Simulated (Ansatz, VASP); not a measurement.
## BN: VASP beside Ansatz

```
B N
1.0
     2.51515    0.00000    0.00000
    -1.25758    2.17819    0.00000
     0.00000    0.00000    4.16063
B N
2 2
Direct
  0.33333 0.66667 0.99976
  0.66667 0.33333 0.49976
  0.33333 0.66667 0.37424
  0.66667 0.33333 0.87424
```

Change from the starting cell: strained cell.

Alike in both runs: task relaxation of the atoms; functional PBEsol; k mesh 9 × 9 × 6; occupations gaussian, width 0.02 eV; no spin polarisation.

```csv
,VASP,Ansatz
version,VASP 6.6.1,Ansatz 0.2.0
potentials or method,"VASP PAW PBE potentials, release 64 (B, N)","scalar-relativistic, plane waves, PAW"
plane-wave cutoff (eV),520,600
valence electrons in the cell,16,16
```

|  | VASP | Ansatz | Ansatz less VASP |
| --- | --- | --- | --- |
| gap on the k mesh at the Fermi level, each at its own relaxed structure (eV) | 4.88 | 4.89 | +0.015 |

Ansatz warned: «pseudo_functional_mismatch».

Caveats: an odd mesh through Γ misses points on the zone boundary, where band edges often lie.
